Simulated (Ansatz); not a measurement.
# Na (P6_3/mmc) in Ansatz: convergence with smearing width

Aim: find how far smearing width must go before the results for Na settle, at PBEsol. This setting moves, with any that are tied to it; all else stays.

All numbers are computed with Ansatz 0.2.0; they aren't measurements. Logs are shortened: lines on timing, memory, paths and dates and some standing lists are left out, and cuts for length are marked.

**1. Starting point**

It takes space group P6_3/mmc (No. 194, hexagonal). The conventional cell has a = 3.767 Å, b = 3.767 Å, c = 6.154 Å, α = 90.00°, β = 90.00°, γ = 120.00°. Na (site symmetry -6m2) is surrounded by 12 Na at 3.77 Å.

This isn't the form of Na at room conditions, which is bcc.

**2. With smearing width 0.3 eV**

Contents of input.yaml:

```yaml
crystal:
  lattice:
    - [3.767, 0.0, 0.0]
    - [-1.8835, 3.2623176961, 0.0]
    - [0.0, 0.0, 6.154]
  atoms:
    - { symbol: Na, position: [0.6666666667, 0.3333333333, 0.75] }
    - { symbol: Na, position: [0.3333333333, 0.6666666667, 0.25] }
hamiltonian:
  xc: pbesol
  pseudopotentials: { kind: paw }
kpoints:
  mp_grid: { grid: [7, 7, 4] }
scf:
  occupations: { method: methfessel_paxton, width: 0.3 }
output:
  forces: true
  stress: true
  eigenvalues: true
```

Potentials or basis: Ansatz PAW.

Command:

```bash
> ansatz run input.yaml --threads 2 --pin off --max-ram 5632MiB --backend cpu --events-out ev --progress --plain --runs-dir out
```

It took 1.5 s on 2 threads of Intel Xeon at 2.50GHz (Skylake/Cascade Lake), shared host; peak memory 0.31 GiB.

What came out:

```
Free energy            : -2951.7456 eV
Pressure               : -0.3 GPa
Band gap on the k mesh : none (metal or under the smearing width)
```

**3. With smearing width 0.2 eV**

Edit input.yaml of step 2 so:

```diff
@@ -14,3 +14,3 @@
 scf:
-  occupations: { method: methfessel_paxton, width: 0.3 }
+  occupations: { method: methfessel_paxton, width: 0.2 }
 output:
```

Potentials or basis: Ansatz PAW.

Command:

```bash
> ansatz run input.yaml --threads 2 --pin off --max-ram 5632MiB --backend cpu --events-out ev --progress --plain --runs-dir out
```

Wall time 1.4 s (2 threads of Intel Xeon at 2.50GHz (Skylake/Cascade Lake), shared host); peak memory 0.31 GiB.

Results:

- Free energy: -2951.7469 eV
- Pressure: -0.3 GPa
- Band gap on the k mesh: none (metal or under the smearing width)

**4. With smearing width 0.15 eV**

Edit input.yaml of step 3 so:

```diff
@@ -14,3 +14,3 @@
 scf:
-  occupations: { method: methfessel_paxton, width: 0.2 }
+  occupations: { method: methfessel_paxton, width: 0.15 }
 output:
```

Command:

```bash
> ansatz run input.yaml --threads 2 --pin off --max-ram 5632MiB --backend cpu --events-out ev --progress --plain --runs-dir out
```

Run time: 1.6 s. Hardware: 2 threads of Intel Xeon at 2.50GHz (Skylake/Cascade Lake), shared host; peak memory 0.31 GiB.

Results:

```
Free energy            : -2951.7474 eV
Pressure               : -0.3 GPa
Band gap on the k mesh : none (metal or under the smearing width)
```

**5. With smearing width 0.1 eV**

Edit input.yaml of step 4 so:

```diff
@@ -14,3 +14,3 @@
 scf:
-  occupations: { method: methfessel_paxton, width: 0.15 }
+  occupations: { method: methfessel_paxton, width: 0.1 }
 output:
```

Command:

```bash
> ansatz run input.yaml --threads 2 --pin off --max-ram 5632MiB --backend cpu --events-out ev --progress --plain --runs-dir out
```

Wall time 1.7 s (2 threads of Intel Xeon at 2.50GHz (Skylake/Cascade Lake), shared host); peak memory 0.31 GiB.

Results:

| Item | Value |
| --- | --- |
| Free energy | -2951.7475 eV |
| Pressure | -0.3 GPa |
| Band gap on the k mesh | none (metal or under the smearing width) |

**6. With smearing width 0.05 eV**

Edit input.yaml of step 5 so:

```diff
@@ -14,3 +14,3 @@
 scf:
-  occupations: { method: methfessel_paxton, width: 0.1 }
+  occupations: { method: methfessel_paxton, width: 0.05 }
 output:
```

Potentials or basis: Ansatz PAW.

Command:

```bash
> ansatz run input.yaml --threads 2 --pin off --max-ram 5632MiB --backend cpu --events-out ev --progress --plain --runs-dir out
```

It took 1.6 s on 2 threads of Intel Xeon at 2.50GHz (Skylake/Cascade Lake), shared host; peak memory 0.31 GiB.

Results (log left out):

* Free energy: -2951.7474 eV
* Pressure: -0.3 GPa
* Band gap on the k mesh: none (metal or under the smearing width)

**7. With smearing width 0.025 eV**

Edit input.yaml of step 6 so:

```diff
@@ -14,3 +14,3 @@
 scf:
-  occupations: { method: methfessel_paxton, width: 0.05 }
+  occupations: { method: methfessel_paxton, width: 0.025 }
 output:
```

Command:

```bash
> ansatz run input.yaml --threads 2 --pin off --max-ram 5632MiB --backend cpu --events-out ev --progress --plain --runs-dir out
```

Wall time 1.5 s (2 threads of Intel Xeon at 2.50GHz (Skylake/Cascade Lake), shared host); peak memory 0.32 GiB.

It converged, with:

| Property | Result |
| --- | --- |
| Free energy | -2951.7471 eV |
| Pressure | -0.3 GPa |
| Band gap on the k mesh | none (metal or under the smearing width) |

**8. With smearing width 0.01 eV**

Edit input.yaml of step 7 so:

```diff
@@ -14,3 +14,3 @@
 scf:
-  occupations: { method: methfessel_paxton, width: 0.025 }
+  occupations: { method: methfessel_paxton, width: 0.01 }
 output:
```

Command:

```bash
> ansatz run input.yaml --threads 2 --pin off --max-ram 5632MiB --backend cpu --events-out ev --progress --plain --runs-dir out
```

Run time: 1.4 s. Hardware: 2 threads of Intel Xeon at 2.50GHz (Skylake/Cascade Lake), shared host; peak memory 0.32 GiB.

The run converged. Its results:

| Property | Result |
| --- | --- |
| Free energy | -2951.7469 eV |
| Pressure | -0.3 GPa |
| Band gap on the k mesh | none (metal or under the smearing width) |

**9. With smearing width 0.005 eV**

Edit input.yaml of step 8 so:

```diff
@@ -14,3 +14,3 @@
 scf:
-  occupations: { method: methfessel_paxton, width: 0.01 }
+  occupations: { method: methfessel_paxton, width: 0.005 }
 output:
```

Potentials or basis: Ansatz PAW.

Command:

```bash
> ansatz run input.yaml --threads 2 --pin off --max-ram 5632MiB --backend cpu --events-out ev --progress --plain --runs-dir out
```

Output:

```text
Warning: RAYON_NUM_THREADS=2 ignored (pool sized by the plan → 2); use --threads N
Engine: ansatz 0.2.0, x86_64-unknown-linux-gnu
Pseudopotentials: kind: paw
Pseudopotential: Na, paw, valence charge 9, recommended cutoff 420 eV (normal), Na.paw.azcp
Functional definition: PBEsol
  exchange = pbesol_x
  correlation = pbesol_c
Crystal: 2 atoms, lattice volume = 75.627 Å³
Basis set: ecut = 420 eV, 1473 PW (Γ), exchange–correlation on 54×54×90 points (8 copies of the dense FFT grid, shifted against one another)
Bands: 13, of which v1, the nominal top of the filled ones, is band 9 counted from 1 (8 counted from 0)
Symmetry: 24 space group operations
Space group: P63/mmc (ITA 194), of the structure as read, at distance tolerance 4.2e-5 Å
k-points: 24 of 196
Non-local potential: Na, projectors of the file, l = 0: 3, l = 1: 2, l = 2: 1
PAW form: soft (Blöchl's): semilocal exchange-correlation on the pseudo side does not see the compensation charge
PAW frozen core: Na, regenerated for the run's functional, and the local potential with it (the file was generated under x = pbe(κ = 0.804, μ = 0.2195149727645171), c = pbe(β = 0.06672455060314922))
PAW one-centre angular grid: Na, 110 points (default); XC on 64 Gauss nodes
Initial density: superposition of atomic densities (neutral atoms: chi_scale 0, normalization atom), corrected by the library's trained network
Initial wavefunctions: pseudopotential atomic-orbital guess
Functional: x = pbesol(κ = 0.804, μ = 0.12345679012345678), c = pbesol(β = 0.046)
SCF iter   1: F=—  HF=-2951.748209 eV  |F-HF|=—  |Δ(HF+E_count)|=         —  Δρ=1.56e-3  dr2=8.56e-4  ethr=1.77e-3  ⟨swp⟩=5.2  Hψ=1636  notcnv=0
preconditioner: auto → none  [insulator: Δε(μ)=0.279 eV  Ē_g=4.784 eV  σ=0.005 eV  W_gap=0.75  n_scr=10 (ndim 8)  ℏωp=6.0 eV  f_vac=0.000  D(μ)=17.59/eV (n_scr^D=336)  ε∞_Penn≈2.6]
SCF iter   2: F=—  HF=-2951.746824 eV  |F-HF|=—  |Δ(HF+E_count)|=   1.39e-3  S|Δr|=    0.00e0  Δρ=3.90e-4  dr2=5.84e-5  ethr=4.76e-6  ⟨swp⟩=2.3  Hψ=819  notcnv=0  defer=7
SCF iter   3: F=—  HF=-2951.746850 eV  |F-HF|=—  |Δ(HF+E_count)|=   2.63e-5  S|Δr|=    0.00e0  Δρ=1.02e-4  dr2=4.78e-6  ethr=3.24e-7  ⟨swp⟩=2.0  Hψ=608  notcnv=0  defer=7
SCF iter   4: F=—  HF=-2951.746855 eV  |F-HF|=—  |Δ(HF+E_count)|=   4.30e-6  S|Δr|=    0.00e0  Δρ=7.00e-5  dr2=1.33e-6  ethr=2.66e-8  ⟨swp⟩=2.0  Hψ=522  notcnv=0  defer=7
SCF iter   5: F=—  HF=-2951.746854 eV  |F-HF|=—  |Δ(HF+E_count)|=   1.09e-6  S|Δr|=    0.00e0  Δρ=2.64e-5  dr2=1.86e-7  ethr=7.42e-9  ⟨swp⟩=2.0  Hψ=453  notcnv=0  defer=7
SCF iter   6: F=-2951.746853 eV  HF=-2951.746853 eV  |F-HF|=5.72e-9  |Δ(HF+E_count)|=   1.74e-7  S|Δr|=    0.00e0  Δρ=3.45e-6  dr2=3.21e-9  ethr=5.56e-10  ⟨swp⟩=4.8  Hψ=1102  notcnv=0
SCF 1 converged in 6 iterations: F = -2951.746853 eV  dr2 = 3.21e-9
SCF converged after 6 iterations
Stability not checked: this state was not tested for a lower state beside it, because cold or Methfessel-Paxton smearing, or corrected tetrahedra, fill the levels in a way that the test cannot read (fill_not_monotonic; see scf.lower_state_search)
Free energy (F): -2951.746853 eV
Harris-Foulkes:  -2951.746853 eV  (|F-HF|=5.72e-9)
Internal energy: -2951.746790 eV  (E = F + TS)
E sigma→0 (E₀):  -2951.746838 eV
Entropy (-TS):   -0.000063 eV (-0.032 meV/atom)
Fermi energy:    1.506930 eV
--- Per-component energies (eV) ---
  E_band       = -481.866090
  E_kinetic    = 240.222430
  E_local      = -2897.609730  (includes V_loc(G=0)·N_el)
  E_nonlocal   = 231.690417
  E_hartree    = 1059.593966
  E_xc         = -75.206250
  E_vxc        = -97.202596  (∫ρ·V_xc dr)
  E_paw        = -506.911101  (= ΣΔE_a)
  E_vpaw       = -78.157638  (= ΣTr[D̂ρ^β])
  E_aug_tail   = -0.000048  (compensation charges beyond the density's cutoff)
  E_ewald      = -1003.635862
  E_core_change = 0.109388  (= ΣΔE_core)
  E_smearing   = -0.000063  (= −TS)
  E_closure    = -0.000000  (closes the sum)
  Σ components = -2951.746853   (vs F -2951.746853, Δ=0.00e0)
--- Forces (eV/Å), atoms counted from 1 ---
  atom   1  Na    -0.00000000    -0.00000000    -0.00000000
  atom   2  Na     0.00000000     0.00000000     0.00000000
  max |Σ_I F_I| component: 7.23e-20 eV/Å
--- Stress (GPa, compression-positive) ---
       -0.391536       0.000000       0.000000
       -0.000000      -0.391536       0.000000
        0.000000       0.000000      -0.112927
  P = ⅓ Tr σ = -0.2987 GPa (-2.987 kbar)
--- Band table (eV; the first three rows and the last of 24) ---
  k-point 0: bands = ["-51.1000", "-51.0984", "-23.2006", "-23.1729", "-23.1729", "-23.1683", "-23.1683", "-23.1677", "-1.5988", "2.1723", "2.5803", "11.4938", "11.4938"]
  k-point 1: bands = ["-51.0998", "-51.0986", "-23.1958", "-23.1725", "-23.1723", "-23.1723", "-23.1690", "-23.1690", "-1.3433", "0.6572", "4.5319", "9.9861", "11.6822"]
  k-point 2: bands = ["-51.0992", "-51.0992", "-23.1842", "-23.1842", "-23.1706", "-23.1706", "-23.1706", "-23.1706", "-0.5843", "-0.5843", "7.0826", "7.0826", "12.0751"]
  k-point 23: bands = ["-51.0980", "-51.0980", "-23.1953", "-23.1953", "-23.1859", "-23.1859", "-23.1743", "-23.1743", "2.7874", "2.7874", "4.4716", "4.4716", "5.2248"]
```

It took 1.4 s on 2 threads of Intel Xeon at 2.50GHz (Skylake/Cascade Lake), shared host; peak memory 0.32 GiB.

What came out:

```yaml
Free_energy: -2951.7469 eV
Pressure: -0.3 GPa
Band_gap_on_the_k_mesh: none (metal or under the smearing width)
```

**10. Summary**

| smearing width | energy less the tightest run, at zero smearing (meV/atom) | SCF cycles | CPU time (s) | peak memory (GiB) |
| --- | --- | --- | --- | --- |
| 0.3 eV | 0.21 | 6 | 2.3 | 0.31 |
| 0.2 eV | -0.35 | 6 | 2.1 | 0.31 |
| 0.15 eV | -0.39 | 6 | 2.3 | 0.31 |
| 0.1 eV | -0.32 | 6 | 2.3 | 0.31 |
| 0.05 eV | -0.23 | 6 | 2.4 | 0.31 |
| 0.025 eV | -0.09 | 6 | 2.3 | 0.32 |
| 0.01 eV | -0.02 | 6 | 2.2 | 0.32 |
| 0.005 eV | 0.00 | 6 | 2.3 | 0.32 |

Against the tightest run, the energy stays within 1 meV/atom from 0.3 eV on. Narrower smearing needs a denser k mesh, so at a fixed mesh the narrowest width isn't the most accurate. The tightest run that finished is the yardstick and may itself not be fully converged.

Caveats: the PAW data sets come from PBE, with cores solved anew for the run's functional, which leaves a small shift of forces and pressure.
